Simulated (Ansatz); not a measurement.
## SiO₂: consecutive steps of a trajectory

These are results of Ansatz, DFT PBE, scalar-relativistic, plane waves, PAW, not measurements. Cutoff 420 eV, shifted (0.5, 0.5, 0.0 steps) 2×2×1 k-points, Fermi–Dirac smearing of 0.026 eV. The mesh is coarse. No spin polarisation.

24 atoms, starting at 1.03 times the perfect crystal's volume (space group P-4c2, not the usual structure); Langevin thermostat at 300 K (friction 0.02 fs⁻¹), fixed cell; 300 steps of 2 fs. The run is short and not equilibrated.

Positions in Å, velocities in 0.01 Å/fs, forces in eV/Å; dE is the potential energy from the first frame shown.

```xyz
24
Lattice="6.6452 0.0000 0.0000 0.0000 6.6452 0.0000 0.0000 0.0000 8.2964" Properties=species:S:1:pos:R:3:v100:R:3:forces:R:3 pbc="T T T" time_fs=200.00 dE_eV=0.0000 T_K=235
Si    3.4113    5.7647    3.9637   -0.1380    0.2874   -0.1134   -0.0716    0.7376   -0.2209
Si    3.7503    5.6770    8.0979   -0.0226    0.0190    0.0583    0.2274   -0.3228   -0.7283
Si    5.3409    4.3747    5.5305    0.1106   -0.3867   -0.1159    0.2969   -1.1735   -0.7497
Si    1.9288    3.8103    5.4843   -0.1021   -0.3662   -0.0761   -2.4147   -2.0817    2.4716
Si    5.2635    3.7586    1.4378    0.5353    0.4738   -0.1907    0.5951   -1.7900   -0.7563
Si    3.2573    2.1962    8.1228   -0.2706    0.0337   -0.0724    1.2158    2.0292   -0.5583
Si    1.8359    4.2252    1.4978    0.1145   -0.1721    0.0069    0.6199    0.7110   -0.6695
Si    3.8224    2.3561    4.0038    0.1814    0.3018    0.0035   -0.1013   -1.1528   -0.5340
O     4.6149    5.1189    6.7591   -0.4449   -0.4389    0.9641   -0.3927    0.9009    1.6252
O     4.6920    2.8374    5.3027   -0.4354   -0.0429    0.6395   -0.0408    0.2612   -0.1261
O     4.6545    5.1903    1.0636    0.1665   -0.5971   -0.0529    0.1968    1.2699    0.0400
O     3.4735    0.6222    8.0591   -0.0539   -0.1465   -0.0545    0.1595   -0.4485   -0.5981
O     4.8347    2.7716    8.4086    0.3994   -0.2448    0.0534   -0.0968    0.4898    0.8257
O     4.5804    3.0436    2.7363    0.5677    0.4143    0.3908    0.3690   -0.4135   -0.2235
O     2.2715    2.9201    4.1778   -0.1789    0.1522   -0.0202    0.4242   -0.6312   -0.2268
O     2.5084    5.2646    5.2623    0.1778    0.0827   -0.1119    0.7933    1.8669   -0.1752
O     2.2370    5.1223    8.4087   -0.1888    0.3247   -0.3321   -0.4679   -0.6430    0.6633
O     2.6228    5.1076    2.7106   -0.5172    0.0250   -0.1204   -1.2518   -0.5994   -1.2368
O     2.4837    2.9164    6.8398   -0.6073    0.0485    0.3422   -0.3171    0.1429   -0.9164
O     0.2286    4.0522    1.7151   -0.3071    0.6185   -0.4431   -0.1258   -0.2065   -0.1283
O     3.5968    0.7246    3.8212   -0.0374    0.0218   -0.6271   -0.0124    1.0024    0.1530
O     4.9599    5.2715    4.1809    0.2747   -0.2791   -0.4457    0.1378   -0.4536    0.6567
O     2.4248    2.7147    1.1222   -0.6504   -0.3087   -0.2919   -0.8747    0.3656    1.0442
O     0.2736    4.0415    5.6019   -0.1103    0.4927    0.1214    1.1320    0.1388    0.3684
24
Lattice="6.6452 0.0000 0.0000 0.0000 6.6452 0.0000 0.0000 0.0000 8.2964" Properties=species:S:1:pos:R:3:v100:R:3:forces:R:3 pbc="T T T" time_fs=202.00 dE_eV=-0.0293 T_K=275
Si    3.4085    5.7697    3.9621   -0.1446    0.2057   -0.0524    0.0363    0.5192   -0.4103
Si    3.7504    5.6786    8.0982    0.0325    0.1353   -0.0260    0.1042   -0.4580   -0.4935
Si    5.3428    4.3664    5.5279    0.0564   -0.4284   -0.1327   -0.1160   -0.6574   -0.3462
Si    1.9257    3.8008    5.4840   -0.1956   -0.5650    0.0412   -2.2268   -1.4028    2.5588
Si    5.2753    3.7672    1.4332    0.6403    0.3706   -0.2619    0.3142   -2.3206   -0.5648
Si    3.2532    2.1985    8.1209   -0.1319    0.1932   -0.1084    1.4706    1.7683   -0.4296
Si    1.8400    4.2208    1.4985    0.2903   -0.2538    0.0524    0.3579    0.9673   -0.8689
Si    3.8274    2.3614    4.0043    0.3115    0.2184    0.0389   -0.2637   -1.2132   -0.6413
O     4.6051    5.1087    6.7811   -0.5055   -0.6065    1.1808    0.0725    0.5680    0.7112
O     4.6829    2.8363    5.3148   -0.4786   -0.0723    0.5685   -0.0045    0.2053   -0.1559
O     4.6574    5.1803    1.0625    0.0970   -0.3696   -0.0591   -0.1048    1.7263   -0.0368
O     3.4726    0.6181    8.0592   -0.0323   -0.2364    0.0657    0.1265    0.0148   -0.5878
O     4.8428    2.7672    8.4109    0.4024   -0.1987    0.1745   -0.3213    0.4379    0.8261
O     4.5909    3.0508    2.7457    0.4810    0.3113    0.5332    0.3937   -0.3714   -0.4124
O     2.2676    2.9246    4.1774   -0.1941    0.2850   -0.0221    0.6088   -0.8493   -0.3766
O     2.5122    5.2669    5.2563    0.1890    0.1198   -0.4734    0.5759    1.4357   -0.0046
O     2.2326    5.1309    8.4042   -0.2536    0.5267   -0.1059   -0.4488   -0.8213    0.8368
O     2.6098    5.1064    2.7066   -0.7612   -0.1332   -0.2619   -1.0203   -0.4646   -0.9889
O     2.4715    2.9161    6.8461   -0.6093   -0.0797    0.2844   -0.3106    0.1416   -1.0331
O     0.2231    4.0645    1.7071   -0.2054    0.6158   -0.3461    0.3671   -0.2180   -0.0647
O     3.5960    0.7279    3.8094   -0.0393    0.3111   -0.5499    0.0126    1.0486    0.2077
O     4.9640    5.2651    4.1714    0.1234   -0.3552   -0.4968   -0.0355   -0.4008    0.8694
O     2.4118    2.7113    1.1180   -0.6329   -0.0392   -0.1241   -0.7408    0.2911    1.0515
O     0.2741    4.0501    5.6051    0.1591    0.3621    0.2021    1.1526    0.0534    0.3537
24
Lattice="6.6452 0.0000 0.0000 0.0000 6.6452 0.0000 0.0000 0.0000 8.2964" Properties=species:S:1:pos:R:3:v100:R:3:forces:R:3 pbc="T T T" time_fs=204.00 dE_eV=-0.0500 T_K=310
Si    3.4062    5.7750    3.9609   -0.0856    0.3169   -0.0791    0.0600    0.3507   -0.7191
Si    3.7508    5.6811    8.0977   -0.0042    0.1120   -0.0087   -0.1654   -0.4989   -0.1682
Si    5.3444    4.3571    5.5255    0.0926   -0.4866   -0.0973   -0.4427   -0.1992    0.0466
Si    1.9203    3.7865    5.4860   -0.3377   -0.8282    0.1613   -1.8763   -0.5869    2.4895
Si    5.2890    3.7707    1.4274    0.7137   -0.0322   -0.3082   -0.0491   -2.4802   -0.3647
Si    3.2514    2.2047    8.1198   -0.0477    0.4081    0.0043    1.5903    1.4061   -0.2370
Si    1.8464    4.2160    1.4993    0.3389   -0.2144    0.0227    0.0030    1.2877   -1.0468
Si    3.8343    2.3655    4.0047    0.3643    0.1985   -0.0028   -0.5480   -1.2002   -0.7556
O     4.5956    5.0990    6.8064   -0.4189   -0.3832    1.2869    0.5771    0.1864   -0.3201
O     4.6735    2.8340    5.3247   -0.4516   -0.1555    0.4330    0.0991    0.2021   -0.0897
O     4.6593    5.1744    1.0592    0.0911   -0.2172   -0.2653   -0.2482    1.8650    0.0335
O     3.4714    0.6168    8.0592   -0.0927    0.1322   -0.0601    0.0923    0.4398   -0.5805
O     4.8500    2.7619    8.4150    0.3030   -0.3299    0.2346   -0.4812    0.3922    0.7847
O     4.6008    3.0560    2.7555    0.5122    0.2114    0.4345    0.4731   -0.2956   -0.6730
O     2.2633    2.9295    4.1750   -0.2299    0.1900   -0.2257    0.8184   -1.0620   -0.4689
O     2.5150    5.2700    5.2459    0.0777    0.1611   -0.5512    0.2952    0.8801    0.2762
O     2.2263    5.1398    8.4025   -0.3719    0.3614   -0.0602   -0.3492   -0.9505    0.9082
O     2.5943    5.1025    2.7006   -0.7721   -0.2470   -0.3160   -0.6616   -0.2110   -0.5838
O     2.4601    2.9131    6.8511   -0.5347   -0.2131    0.2089   -0.2961    0.1527   -1.1126
O     0.2196    4.0776    1.7004   -0.1218    0.6873   -0.3281    0.7816   -0.2544   -0.0128
O     3.5953    0.7359    3.7990   -0.0254    0.4699   -0.4871    0.0309    0.8263    0.2527
O     4.9662    5.2560    4.1630    0.0894   -0.5526   -0.3285   -0.1587   -0.3142    1.0567
O     2.3973    2.7108    1.1162   -0.8079   -0.0200   -0.0647   -0.4983    0.0739    0.9275
O     0.2779    4.0579    5.6085    0.2044    0.4115    0.1398    0.9537   -0.0102    0.3571
24
Lattice="6.6452 0.0000 0.0000 0.0000 6.6452 0.0000 0.0000 0.0000 8.2964" Properties=species:S:1:pos:R:3:v100:R:3:forces:R:3 pbc="T T T" time_fs=206.00 dE_eV=-0.0528 T_K=312
Si    3.4044    5.7824    3.9578   -0.0891    0.4082   -0.2357    0.0663    0.0966   -0.8785
Si    3.7508    5.6833    8.0977   -0.0082    0.1122    0.0201   -0.4923   -0.3731    0.1243
Si    5.3451    4.3469    5.5248   -0.0280   -0.5198    0.0374   -0.6214    0.1986    0.3521
Si    1.9120    3.7710    5.4902   -0.4768   -0.7068    0.2435   -1.3830    0.1209    2.1789
Si    5.3021    3.7679    1.4210    0.5829   -0.2324   -0.3267   -0.4034   -2.2572   -0.1905
Si    3.2511    2.2148    8.1186    0.0214    0.5920   -0.1188    1.5989    0.9335   -0.0603
Si    1.8546    4.2125    1.4997    0.4613   -0.1321    0.0083   -0.4127    1.5351   -1.2153
Si    3.8413    2.3675    4.0033    0.3258    0.0053   -0.1311   -0.8289   -1.0657   -0.7388
O     4.5886    5.0889    6.8313   -0.2485   -0.6539    1.1445    1.0065   -0.1536   -1.2281
O     4.6662    2.8327    5.3333   -0.2710    0.0202    0.4257    0.1548    0.1297   -0.0546
O     4.6606    5.1724    1.0551    0.0325    0.0084   -0.1344   -0.2399    1.6877    0.2279
O     3.4695    0.6193    8.0569   -0.0986    0.1280   -0.1760    0.0722    0.6913   -0.5719
O     4.8547    2.7541    8.4210    0.1625   -0.4506    0.3569   -0.5505    0.3887    0.7250
O     4.6092    3.0597    2.7651    0.3365    0.1630    0.5112    0.5967   -0.2011   -0.9838
O     2.2598    2.9320    4.1682   -0.1053    0.0540   -0.4533    0.9570   -1.1439   -0.3615
O     2.5161    5.2739    5.2369    0.0179    0.1956   -0.3352    0.0924    0.3866    0.4706
O     2.2188    5.1471    8.4024   -0.3621    0.3653    0.0488   -0.1914   -1.0154    0.9125
O     2.5780    5.0965    2.6951   -0.8269   -0.3284   -0.2042   -0.2571    0.1025   -0.1427
O     2.4500    2.9110    6.8553   -0.4713    0.0007    0.2013   -0.2819    0.1677   -1.1849
O     0.2182    4.0921    1.6936   -0.0029    0.7672   -0.3421    1.0536   -0.3223    0.0235
O     3.5954    0.7464    3.7896    0.0317    0.5645   -0.4577    0.0463    0.4513    0.2684
O     4.9691    5.2461    4.1597    0.1864   -0.4255    0.0057   -0.3319   -0.1613    1.1363
O     2.3801    2.7097    1.1127   -0.8935   -0.0995   -0.2951   -0.2362   -0.1345    0.8079
O     0.2840    4.0653    5.6100    0.3927    0.3300    0.0065    0.5859   -0.0619    0.3837
24
Lattice="6.6452 0.0000 0.0000 0.0000 6.6452 0.0000 0.0000 0.0000 8.2964" Properties=species:S:1:pos:R:3:v100:R:3:forces:R:3 pbc="T T T" time_fs=208.00 dE_eV=-0.0339 T_K=302
Si    3.4035    5.7911    3.9538   -0.0056    0.4512   -0.1735    0.0726   -0.2049   -0.9219
Si    3.7489    5.6857    8.0990   -0.1842    0.1404    0.1153   -0.6669   -0.2050    0.2919
Si    5.3439    4.3373    5.5261   -0.0883   -0.4320    0.1043   -0.5618    0.4575    0.5708
Si    1.9020    3.7596    5.4948   -0.4956   -0.4155    0.2072   -0.7845    0.5527    1.6495
Si    5.3136    3.7623    1.4142    0.5616   -0.3134   -0.3498   -0.6619   -1.8609    0.0230
Si    3.2518    2.2275    8.1156    0.0446    0.6619   -0.1770    1.5112    0.4798    0.1043
Si    1.8640    4.2116    1.4997    0.4699    0.0461   -0.0092   -0.8568    1.6585   -1.3594
Si    3.8464    2.3680    4.0001    0.1767    0.0466   -0.1794   -1.0243   -0.8382   -0.5208
O     4.5865    5.0744    6.8527    0.0490   -0.8060    0.9660    1.2283   -0.3248   -1.7780
O     4.6613    2.8324    5.3430   -0.2264   -0.0607    0.5430    0.1211   -0.0370   -0.1412
O     4.6613    5.1734    1.0531    0.0472    0.0708   -0.0506   -0.1920    1.4011    0.4104
O     3.4689    0.6248    8.0536    0.0443    0.4285   -0.1499    0.0632    0.7975   -0.5762
O     4.8577    2.7460    8.4287    0.1397   -0.3579    0.4145   -0.5757    0.3950    0.6378
O     4.6144    3.0632    2.7752    0.2016    0.1963    0.4742    0.7841   -0.0743   -1.3666
O     2.2579    2.9321    4.1578   -0.0859   -0.0409   -0.5683    0.9928   -1.0666   -0.0554
O     2.5168    5.2799    5.2299    0.0493    0.3840   -0.3630   -0.0374    0.0188    0.5885
O     2.2120    5.1549    8.4049   -0.3152    0.4057    0.1988   -0.0408   -1.0390    0.8503
O     2.5625    5.0902    2.6910   -0.7017   -0.2853   -0.1841    0.1519    0.4463    0.3014
O     2.4408    2.9108    6.8558   -0.4443   -0.0259   -0.1471   -0.2324    0.1581   -1.1683
O     0.2193    4.1076    1.6865    0.1208    0.7709   -0.3738    1.1533   -0.4104    0.0435
O     3.5963    0.7573    3.7813    0.0647    0.5000   -0.3713    0.0595    0.0192    0.2560
O     4.9717    5.2356    4.1627    0.0669   -0.6086    0.2845   -0.5214    0.0529    1.0871
O     2.3619    2.7094    1.1075   -0.9107    0.0510   -0.2289    0.0400   -0.3232    0.6616
O     0.2935    4.0704    5.6109    0.5200    0.1740    0.0876   -0.0220   -0.0532    0.4116
24
Lattice="6.6452 0.0000 0.0000 0.0000 6.6452 0.0000 0.0000 0.0000 8.2964" Properties=species:S:1:pos:R:3:v100:R:3:forces:R:3 pbc="T T T" time_fs=210.00 dE_eV=0.0063 T_K=325
Si    3.4028    5.7996    3.9493   -0.0588    0.3898   -0.2762    0.1228   -0.4827   -0.9405
Si    3.7457    5.6874    8.1021   -0.1414    0.0306    0.1983   -0.7315    0.0227    0.3425
Si    5.3408    4.3293    5.5277   -0.2140   -0.3548    0.0609   -0.3649    0.6041    0.8105
Si    1.8913    3.7522    5.4998   -0.5594   -0.3159    0.2610   -0.1049    0.8125    0.9609
Si    5.3242    3.7551    1.4080    0.4864   -0.3866   -0.2586   -0.8175   -1.2983    0.2423
Si    3.2542    2.2411    8.1121    0.1849    0.6828   -0.1713    1.2943    0.1285    0.2376
Si    1.8719    4.2140    1.5000    0.3090    0.1942    0.0349   -1.1924    1.6391   -1.5005
Si    3.8499    2.3689    3.9973    0.1777    0.0544   -0.0944   -1.1396   -0.6302   -0.2720
O     4.5888    5.0590    6.8724    0.1897   -0.7377    0.9797    1.3034   -0.3953   -2.0975
O     4.6568    2.8322    5.3551   -0.2218    0.0311    0.6511    0.0617   -0.2328   -0.3083
O     4.6624    5.1783    1.0536    0.0684    0.3984    0.1054   -0.1132    1.0253    0.5854
O     3.4704    0.6330    8.0495    0.1024    0.3900   -0.2626    0.0618    0.7538   -0.5856
O     4.8606    2.7397    8.4387    0.1483   -0.2803    0.5721   -0.5951    0.3789    0.4985
O     4.6193    3.0672    2.7833    0.2964    0.2085    0.3187    0.9539    0.0099   -1.6583
O     2.2579    2.9309    4.1447    0.0826   -0.0601   -0.7108    0.9410   -0.8793    0.3612
O     2.5209    5.2879    5.2227    0.3493    0.3935   -0.3479   -0.2088   -0.3193    0.7456
O     2.2038    5.1638    8.4092   -0.4899    0.4898    0.2279    0.1331   -1.0328    0.7394
O     2.5490    5.0850    2.6883   -0.6317   -0.2159   -0.0617    0.5176    0.7726    0.6933
O     2.4332    2.9120    6.8494   -0.3087    0.1451   -0.4734   -0.1055    0.0766   -0.9346
O     0.2236    4.1247    1.6767    0.3027    0.9297   -0.6000    1.0271   -0.5193    0.0685
O     3.5974    0.7663    3.7755    0.0382    0.3722   -0.2095    0.0952   -0.3203    0.2260
O     4.9736    5.2228    4.1694    0.1051   -0.6591    0.3797   -0.6982    0.3234    0.9240
O     2.3441    2.7088    1.1044   -0.8576   -0.1113   -0.0982    0.3295   -0.4471    0.4358
O     0.3042    4.0735    5.6128    0.5016    0.1387    0.0977   -0.7698    0.0099    0.4258
```

Task: What is the next frame? The thermostat's random kicks make it one of many possible.

Result:
```xyz
24
Lattice="6.6452 0.0000 0.0000 0.0000 6.6452 0.0000 0.0000 0.0000 8.2964" Properties=species:S:1:pos:R:3:v100:R:3:forces:R:3 pbc="T T T" time_fs=212.00 dE_eV=0.0617 T_K=317
Si    3.4016    5.8065    3.9432   -0.0645    0.2901   -0.3268    0.1947   -0.7515   -0.8540
Si    3.7420    5.6898    8.1065   -0.2216    0.2236    0.2328   -0.7328    0.2123    0.2489
Si    5.3353    4.3238    5.5289   -0.3296   -0.2029    0.0705   -0.1228    0.6353    1.0499
Si    1.8800    3.7466    5.5053   -0.5411   -0.2335    0.2619    0.5675    0.9699    0.2062
Si    5.3332    3.7473    1.4022    0.4157   -0.3732   -0.3184   -0.8389   -0.5943    0.4769
Si    3.2594    2.2561    8.1096    0.3227    0.8030   -0.0688    0.9169   -0.2129    0.2902
Si    1.8755    4.2191    1.4998    0.0456    0.3146   -0.0622   -1.2838    1.5106   -1.6124
Si    3.8530    2.3681    3.9937    0.1302   -0.1238   -0.2548   -1.2057   -0.3999   -0.0066
O     4.5930    5.0442    6.8876    0.2189   -0.7423    0.5320    1.2548   -0.3766   -2.1748
O     4.6523    2.8313    5.3676   -0.2396   -0.1327    0.5832   -0.0003   -0.4221   -0.5286
O     4.6629    5.1882    1.0558   -0.0156    0.5611    0.1263    0.0308    0.5438    0.7636
O     3.4747    0.6420    8.0438    0.3218    0.5124   -0.3036    0.0477    0.7121   -0.5867
O     4.8622    2.7337    8.4499    0.0138   -0.3196    0.5393   -0.5572    0.3828    0.3397
O     4.6251    3.0702    2.7877    0.2948    0.0953    0.1103    1.0820    0.0451   -1.8392
O     2.2599    2.9284    4.1308    0.1108   -0.1812   -0.6569    0.8377   -0.6528    0.7931
O     2.5273    5.2948    5.2175    0.2727    0.2818   -0.1602   -0.3726   -0.5846    0.8698
O     2.1949    5.1723    8.4138   -0.3925    0.3659    0.2276    0.3379   -0.9885    0.6080
O     2.5367    5.0812    2.6889   -0.5759   -0.1500    0.1348    0.7886    1.0160    0.9315
O     2.4270    2.9133    6.8388   -0.3008   -0.0276   -0.5704    0.0840   -0.0638   -0.5338
O     0.2321    4.1436    1.6647    0.5164    0.9532   -0.6018    0.5550   -0.6591    0.0925
O     3.5977    0.7721    3.7718   -0.0004    0.1974   -0.1618    0.1497   -0.5672    0.1748
O     4.9752    5.2087    4.1770    0.0484   -0.7305    0.3687   -0.8790    0.6276    0.6724
O     2.3250    2.7072    1.1020   -1.0347   -0.0557   -0.1541    0.6213   -0.4734    0.1903
O     0.3123    4.0749    5.6155    0.2665    0.0135    0.1787   -1.4754    0.0912    0.4286
```

Cost: 1 run of about 36 core-minutes (earlier runs that led there not counted), on Arm Neoverse V1 (shared hosts).